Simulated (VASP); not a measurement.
Runs of VASP 6.6.1 on Rh. All rows change the cell; the cell of one of them follows. Symmetry: P6_3/mmc, No. 194, hexagonal system. The conventional cell has a = 2.561 Å, b = 2.561 Å, c = 4.122 Å, α = 90.00°, β = 90.00°, γ = 120.00°. Rh (site symmetry -6m2) has 12 Rh at 2.54 to 2.56 Å as nearest neighbours. This isn't the form of Rh at room conditions, which is fcc.

| potentials or basis | cell | k mesh | gap on the mesh (eV) | pressure (GPa) |
| --- | --- | --- | --- | --- |
| VASP PAW PBE potentials, release 64 (Rh_pv) | equal strain along all axes, cell held, atoms relaxed: -6.0 % | 18 × 18 × 10 | none | (a) |
| VASP PAW PBE potentials, release 64 (Pd) | Rh replaced by Pd, lengths x 0.987, strained and moved within the space group | 9 × 9 × 4 | none | 52.7 |
| VASP PAW PBE potentials, release 64 (Rh_pv) | strained and moved within the space group | 18 × 18 × 10 | none | -21.9 |
| VASP PAW PBE potentials, release 64 (Rh_pv) | equal strain along all axes, cell held, atoms relaxed: +2.0 % | 18 × 18 × 10 | none | -12.9 |

Alike in all rows: task single point; level PBE; no spin polarisation; cutoff (eV) 520; smearing gaussian 0.1 eV.

Question: Fill in the values left out.

Answer: (a) 76.1.

Caveats: so large a pressure means that the cell lies far from this level's equilibrium, or that cutoff or potentials fall short (some runs); the cell as given lies far from equilibrium (some runs).

A k mesh can miss the band edges, and the runs leave out spin-orbit coupling on Rh.

A gap of «none» marks a metal or a gap under the smearing width.

The runs don't all hold the same shells in valence.
